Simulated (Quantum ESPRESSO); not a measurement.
Wanted: the native input for a Quantum ESPRESSO 7.5 run.

| Property | Result |
| --- | --- |
| Task | single point |
| Functional | PBEsol |
| Potentials or basis | GBRV 1.5 PBEsol |
| Cutoff | 612 eV |
| Density cutoff | 4898 eV |
| k mesh | 8 × 8 × 8 |
| Occupations | fermi-dirac, width 0.05 eV |
| Spin | no spin polarisation |
| Mixing beta | 0.5 |
| Most SCF iterations | 120 |
| SCF threshold | 4e-10 Ry |

AlAu:

```
Au Al
1.0
     3.22394    0.00000    0.00000
     0.00000    3.22394    0.00000
     0.00000    0.00000    3.22394
Au Al
1 1
Direct
  0.50000 0.50000 0.50000
  0.00000 0.00000 0.00000
```

The cell comes from a database or a generator and needn't be the stable form of this composition.

These files were run (other wordings do the same):

pw.in

```
&CONTROL
  calculation = 'scf'
  prefix = 'pwscf'
  outdir = './tmp'
  pseudo_dir = './pseudo'
  tprnfor = .true.
  tstress = .true.
  disk_io = 'low'
/
&SYSTEM
  ibrav = 0
  nat = 2
  ntyp = 2
  ecutwfc = 45
  ecutrho = 360
  nbnd = 13
  occupations = 'smearing'
  smearing = 'fd'
  degauss = 0.00367493
/
&ELECTRONS
  conv_thr = 4d-10
  electron_maxstep = 120
  mixing_beta = 0.5
/
ATOMIC_SPECIES
Au   196.9666 au_pbesol_v1.uspp.F.UPF
Al    26.9815 al_pbesol_v1.uspp.F.UPF
CELL_PARAMETERS angstrom
   3.2239420000    0.0000000000    0.0000000000
   0.0000000000    3.2239420000    0.0000000000
   0.0000000000    0.0000000000    3.2239420000
ATOMIC_POSITIONS crystal
Au     0.5000000000    0.5000000000    0.5000000000
Al     0.0000000000    0.0000000000    0.0000000000
K_POINTS automatic
8 8 8 0 0 0
```

pp_density.in

```
&INPUTPP
  prefix = 'pwscf'
  outdir = './tmp'
  filplot = 'density.dat'
  plot_num = 0
/
&PLOT
  nfile = 1
  filepp(1) = 'density.dat'
  iflag = 3
  output_format = 6
  fileout = 'density.cube'
/
```

pp_potential.in

```
&INPUTPP
  prefix = 'pwscf'
  outdir = './tmp'
  filplot = 'potential.dat'
  plot_num = 11
/
&PLOT
  nfile = 1
  filepp(1) = 'potential.dat'
  iflag = 3
  output_format = 6
  fileout = 'potential.cube'
/
```

Potentials or basis: GBRV 1.5 PBEsol.

The run is started by

```bash
$ OMP_NUM_THREADS=1 mpirun -n 2 pw.x -nk 2 -in pw.in > pw.out
$ OMP_NUM_THREADS=1 mpirun -n 1 pp.x -in pp_density.in > pp_density.out
$ OMP_NUM_THREADS=1 mpirun -n 1 pp.x -in pp_potential.in > pp_potential.out
```

Results of the run:

```json
{
 "Pressure": "-5.3 GPa",
 "Band gap on the k mesh": "none (metal or under the smearing width)"
}
```

Wall time 7.5 s on 2 MPI ranks on AMD EPYC 9R45 96-Core Processor (Zen 5), on a shared host, peak memory 0.3 GiB a rank.
